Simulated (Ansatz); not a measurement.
# BAs: the cost of one run

Computed with Ansatz 0.2.0 (DFT PBE, scalar-relativistic, plane waves, PAW, unless a step's input says otherwise).

**1. The structure to begin with**

Symmetry: I-43m, No. 217, cubic system. Conventional cell: a = 6.372 Å, b = 6.372 Å, c = 6.372 Å, α = 90.00°, β = 90.00°, γ = 90.00°. B (site symmetry 3m) has 4 As at 2.02 Å as nearest neighbours. As (site symmetry 3m) has 4 B at 2.02 Å as nearest neighbours.

Structure file:

```
CELL_PARAMETERS angstrom
-3.18589 3.18589 3.18589
3.18589 -3.18589 3.18589
3.18589 3.18589 -3.18589
ATOMIC_POSITIONS crystal
B 0.31720 0.31720 0.31720
B 0.00000 0.00000 0.68280
B 0.00000 0.68280 0.00000
B 0.68280 0.00000 0.00000
As 0.68280 0.68280 0.68280
As 0.00000 0.00000 0.31720
As 0.00000 0.31720 0.00000
As 0.31720 0.00000 0.00000
```

Recipe of the guess: 4-connected net, two elements alternating (I-43m, No. 217). The dimensions are guesses.

**2. The guess as it stands, on a coarse mesh**

input.yaml reads:

```yaml
crystal:
  lattice:
    - [-3.18589161, 3.18589161, 3.18589161]
    - [3.18589161, -3.18589161, 3.18589161]
    - [3.18589161, 3.18589161, -3.18589161]
  atoms:
    - { symbol: B, position: [0.31719804, 0.31719804, 0.31719804] }
    - { symbol: B, position: [0.0, 0.0, 0.68280196] }
    - { symbol: B, position: [0.0, 0.68280196, 0.0] }
    - { symbol: B, position: [0.68280196, 0.0, 0.0] }
    - { symbol: As, position: [0.68280196, 0.68280196, 0.68280196] }
    - { symbol: As, position: [0.0, 0.0, 0.31719804] }
    - { symbol: As, position: [0.0, 0.31719804, 0.0] }
    - { symbol: As, position: [0.31719804, 0.0, 0.0] }
basis:
  ecutwfc: 420
kpoints:
  mp_grid: { grid: [4, 4, 4] }
hamiltonian:
  xc: pbe
scf:
  occupations: { method: gaussian, width: 0.1 }
  lower_state_search: "off"
output:
  forces: true
  stress: true
  eigenvalues: true
```

Started as:

```bash
> ansatz run input.yaml --threads 1 --pin off --max-ram 2048MiB --backend cpu --events-out ev --progress --plain --runs-dir out
```

**Question.** How long does this run take on 1 thread of Arm Neoverse V1, shared host, and how much memory does it need?

About 4.1 s, with a peak of 0.33 GiB.
